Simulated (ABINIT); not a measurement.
# TaN (Fm-3m) in ABINIT: convergence with tolvrs

Aim: find how far tolvrs must go before the results for TaN settle, at BLYP. This setting moves, with any that are tied to it; all else stays.

Everything below comes from runs of ABINIT 10.8.3 (patched build). Logs are shortened: lines on timing, memory, paths and dates and some standing lists are left out, and cuts for length are marked. The log counts tension as positive stress, the text compression.

## Step 1: Starting point

It takes space group Fm-3m (No. 225, cubic). The conventional cell has a = 4.358 Å, b = 4.358 Å, c = 4.358 Å, α = 90.00°, β = 90.00°, γ = 90.00°. Around Ta (site symmetry m-3m) lie 6 N at 2.18 Å. Around N (site symmetry m-3m) lie 6 Ta at 2.18 Å.

## Step 2: With tolvrs 0.01

run.abi

```
pp_dirpath "./"
pseudos "73_Ta_13_2.2_2.6_pbe_n_v1.0.psp8, 07_N_5_1.2_1.4_pbe_n_v1.0.psp8"

acell 5.8233293905 5.8233293905 5.8233293905
rprim
     0.0000000000     0.7071067812     0.7071067812
     0.7071067812     0.0000000000     0.7071067812
     0.7071067812     0.7071067812     0.0000000000
ntypat 2
znucl 73 7
natom 2
typat 1 2
xred
     0.5000000000     0.5000000000     0.5000000000
     0.0000000000     0.0000000000     0.0000000000

ecut 35.0

kptopt 1
ngkpt 10 10 10
nshiftk 1
shiftk 0.0 0.0 0.0

ixc -106131

nband 13
occopt 3
tsmear 0.00367493

nstep 100
tolvrs 0.01

iomode 3
prtwf 0
prtden 0
prteig 0
prtebands 0
enunit 2
```

Potentials or basis: SPMS NC PBE v1.0.

The run is started by

```console
abinit run.abi > log 2>&1
```

run.abo:

```text
.Version 10.8.3 of ABINIT
 Symmetries : space group Fm -3 m (#225); Bravais cF (face-center cubic)
================================================================================
 Values of the parameters that define the memory need of the present run
     intxc =       0    ionmov =       0      iscf =       7    lmnmax =       8
     lnmax =       8     mgfft =      32  mpssoang =       4    mqgrid =    3001
     natom =       2  nloc_mem =       1    nspden =       1   nspinor =       1
    nsppol =       1      nsym =      48    n1xccc =    2501    ntypat =       2
    occopt =       3   xclevel =       2
       mpw =        1399          nfft =       32768          nkpt =          47
================================================================================
================================================================================

--------------------------------------------------------------------------------
------------- Echo of variables that govern the present computation ------------
--------------------------------------------------------------------------------
 -outvars: echo values of preprocessed input variables --------
            acell      5.8233293905E+00  5.8233293905E+00  5.8233293905E+00 Bohr
              amu      1.80947900E+02  1.40067400E+01
             ecut      3.50000000E+01 Hartree
           enunit           2
              ixc     -106131
         kptrlatt       10    0    0      0   10    0      0    0   10
          kptrlen      5.82332939E+01
            natom           2
            nband          13
            ngfft          32      32      32
             nkpt          47
            nstep         100
             nsym          48
           ntypat           2
           occopt           3
           prtden           0
        prtebands           0
           prteig           0
            prtwf           0
            rprim      0.0000000000E+00  7.0710678120E-01  7.0710678120E-01
[... 144 lines left out ...]
   2.00000    2.00000    2.00000    2.00000    2.00000    2.00000    2.00000    2.00000
   2.00000    2.00000    2.00000    0.63844    0.63844
 prteigrs : prtvol=0 or 1, do not print more k-points.

 Fermi (or HOMO) energy (eV) =  13.61726   Average Vxc (eV)= -13.34752
 Eigenvalues (   eV  ) for nkpt=  47  k points:
 kpt#   1, nband= 13, wtk=  0.00100, kpt=  0.0000  0.0000  0.0000 (reduced coord)
 -56.04525  -22.20611  -22.20611  -22.20611   -5.40954    9.63874    9.63874    9.63874
  11.44390   11.44390   11.44390   13.69300   13.69300
 prteigrs : prtvol=0 or 1, do not print more k-points.

--- !EnergyTerms
iteration_state     : {dtset: 1, }
comment             : Components of total free energy in Hartree
kinetic             :  2.46999625801419E+01
hartree             :  7.86942882558742E+00
xc                  : -1.77867860741309E+01
Ewald energy        : -6.26031878009330E+01
psp_core            :  5.92000936196896E+00
local_psp           : -2.67555641681323E+01
non_local_psp       : -7.10567905671674E+00
internal            : -7.57618163322147E+01
'-kT*entropy'       : -8.58779728080223E-04
total_energy        : -7.57626751119428E+01
total_energy_eV     : -2.06160741549985E+03
band_energy         : -7.05897117219995E+00
...

 Cartesian components of stress tensor (hartree/bohr^3)
  sigma(1 1)= -8.98036267E-04  sigma(3 2)=  0.00000000E+00
  sigma(2 2)= -8.98036267E-04  sigma(3 1)=  0.00000000E+00
  sigma(3 3)= -8.98036267E-04  sigma(2 1)=  0.00000000E+00

-Cartesian components of stress tensor (GPa)         [Pressure=  2.6421E+01 GPa]
- sigma(1 1)= -2.64211391E+01  sigma(3 2)=  0.00000000E+00
- sigma(2 2)= -2.64211391E+01  sigma(3 1)=  0.00000000E+00
- sigma(3 3)= -2.64211391E+01  sigma(2 1)=  0.00000000E+00

== END DATASET(S) ==============================================================
================================================================================

 -outvars: echo values of variables after computation  --------
            acell      5.8233293905E+00  5.8233293905E+00  5.8233293905E+00 Bohr
           etotal     -7.5762675112E+01
            fcart     -0.0000000000E+00 -0.0000000000E+00 -0.0000000000E+00
                      -0.0000000000E+00 -0.0000000000E+00 -0.0000000000E+00
            rprim      0.0000000000E+00  7.0710678120E-01  7.0710678120E-01
                       7.0710678120E-01  0.0000000000E+00  7.0710678120E-01
                       7.0710678120E-01  7.0710678120E-01  0.0000000000E+00
           strten     -8.9803626655E-04 -8.9803626655E-04 -8.9803626655E-04
                       0.0000000000E+00  0.0000000000E+00  0.0000000000E+00
           xangst      2.1790013086E+00  2.1790013086E+00  2.1790013086E+00
                       0.0000000000E+00  0.0000000000E+00  0.0000000000E+00
             xred      5.0000000000E-01  5.0000000000E-01  5.0000000000E-01
                       0.0000000000E+00  0.0000000000E+00  0.0000000000E+00
 Calculation completed.
```

It took 21 s on 1 thread of Intel Xeon Platinum 8375C at 2.90GHz (Ice Lake), shared host; peak memory 0.07 GiB.

What came out:

```
Free energy                                           : -2061.6074 eV
Pressure                                              : 26.4 GPa
Band gap on the k mesh                                : none (metal or under the smearing width)
Valence electrons inside the program's atomic spheres : Ta 9.31; N 5.43
```

## Step 3: With tolvrs 0.001

Changes to run.abi since step 2:

```diff
@@ -30,3 +30,3 @@
 nstep 100
-tolvrs 0.01
+tolvrs 0.001
```

Potentials or basis: SPMS NC PBE v1.0.

The run is started by

```console
abinit run.abi > log 2>&1
```

It took 19 s on 1 thread of Intel Xeon Platinum 8375C at 2.90GHz (Ice Lake), shared host; peak memory 0.07 GiB.

Results (log left out):

```
Free energy                                           : -2061.6074 eV
Pressure                                              : 26.3 GPa
Band gap on the k mesh                                : none (metal or under the smearing width)
Valence electrons inside the program's atomic spheres : Ta 9.31; N 5.43
```

## Step 4: With tolvrs 0.0001

Changes to run.abi since step 3:

```diff
@@ -30,3 +30,3 @@
 nstep 100
-tolvrs 0.001
+tolvrs 0.0001
```

The run is started by

```console
abinit run.abi > log 2>&1
```

It took 22 s on 1 thread of Intel Xeon Platinum 8375C at 2.90GHz (Ice Lake), shared host; peak memory 0.07 GiB.

Results (log left out):

```
Free energy                                           : -2061.6074 eV
Pressure                                              : 26.3 GPa
Band gap on the k mesh                                : none (metal or under the smearing width)
Valence electrons inside the program's atomic spheres : Ta 9.31; N 5.43
```

## Step 5: With tolvrs 1e-05

Changes to run.abi since step 4:

```diff
@@ -30,3 +30,3 @@
 nstep 100
-tolvrs 0.0001
+tolvrs 1.0e-5
```

The run is started by

```console
abinit run.abi > log 2>&1
```

Run time: 24 s. Hardware: 1 thread of Intel Xeon Platinum 8375C at 2.90GHz (Ice Lake), shared host; peak memory 0.07 GiB.

Results (log left out):

| Item | Value |
| --- | --- |
| Free energy | -2061.6074 eV |
| Pressure | 26.3 GPa |
| Band gap on the k mesh | none (metal or under the smearing width) |
| Valence electrons inside the program's atomic spheres | Ta 9.31; N 5.43 |

## Step 6: With tolvrs 1e-06

Changes to run.abi since step 5:

```diff
@@ -30,3 +30,3 @@
 nstep 100
-tolvrs 1.0e-5
+tolvrs 1.0e-6
```

Potentials or basis: SPMS NC PBE v1.0.

The run is started by

```console
abinit run.abi > log 2>&1
```

Wall time 22 s (1 thread of Intel Xeon Platinum 8375C at 2.90GHz (Ice Lake), shared host); peak memory 0.07 GiB.

Results (log left out):

| Item | Value |
| --- | --- |
| Free energy | -2061.6074 eV |
| Pressure | 26.3 GPa |
| Band gap on the k mesh | none (metal or under the smearing width) |
| Valence electrons inside the program's atomic spheres | Ta 9.31; N 5.43 |

## Step 7: With tolvrs 1e-08

Changes to run.abi since step 6:

```diff
@@ -30,3 +30,3 @@
 nstep 100
-tolvrs 1.0e-6
+tolvrs 1.0e-8
```

The run is started by

```console
abinit run.abi > log 2>&1
```

It took 27 s on 1 thread of Intel Xeon Platinum 8375C at 2.90GHz (Ice Lake), shared host; peak memory 0.07 GiB.

Results (log left out):

* Free energy: -2061.6074 eV
* Pressure: 26.3 GPa
* Band gap on the k mesh: none (metal or under the smearing width)
* Valence electrons inside the program's atomic spheres: Ta 9.31; N 5.43

## Step 8: With tolvrs 1e-10

Changes to run.abi since step 7:

```diff
@@ -30,3 +30,3 @@
 nstep 100
-tolvrs 1.0e-8
+tolvrs 1.0e-10
```

The run is started by

```console
abinit run.abi > log 2>&1
```

Wall time 25 s (1 thread of Intel Xeon Platinum 8375C at 2.90GHz (Ice Lake), shared host); peak memory 0.07 GiB.

Results (log left out):

* Free energy: -2061.6074 eV
* Pressure: 26.3 GPa
* Band gap on the k mesh: none (metal or under the smearing width)
* Valence electrons inside the program's atomic spheres: Ta 9.31; N 5.43

## Step 9: With tolvrs 1e-13

Changes to run.abi since step 8:

```diff
@@ -30,3 +30,3 @@
 nstep 100
-tolvrs 1.0e-10
+tolvrs 1.0e-13
```

Potentials or basis: SPMS NC PBE v1.0.

The run is started by

```console
abinit run.abi > log 2>&1
```

Wall time 33 s (1 thread of Intel Xeon Platinum 8375C at 2.90GHz (Ice Lake), shared host); peak memory 0.07 GiB.

Results (log left out):

| Item | Value |
| --- | --- |
| Free energy | -2061.6074 eV |
| Pressure | 26.3 GPa |
| Band gap on the k mesh | none (metal or under the smearing width) |
| Valence electrons inside the program's atomic spheres | Ta 9.31; N 5.43 |

## Step 10: Result

```csv
tolvrs,"energy less the tightest run, at zero smearing (meV/atom)",pressure (GPa),SCF cycles,CPU time (s),peak memory (GiB)
0.01,0.00,26.42,6,21,0.07
0.001,0.00,26.27,7,19,0.07
0.0001,0.00,26.27,7,22,0.07
1e-05,0.00,26.30,8,24,0.07
1e-06,0.00,26.30,8,22,0.07
1e-08,0.00,26.30,10,26,0.07
1e-10,0.00,26.30,10,25,0.07
1e-13,0.00,26.30,12,33,0.07
```

Against the tightest run, the energy stays within 1 meV/atom from 0.01 on; the pressure stays within 0.1 GPa from 0.001 on. The tightest run that finished is the yardstick and may itself not be fully converged.

Caveats: the highest band is partly filled, so the run has too few bands; so large a pressure means that the cell lies far from this level's equilibrium, or that cutoff or potentials fall short; the potentials were made for another functional, which shifts forces and pressure.
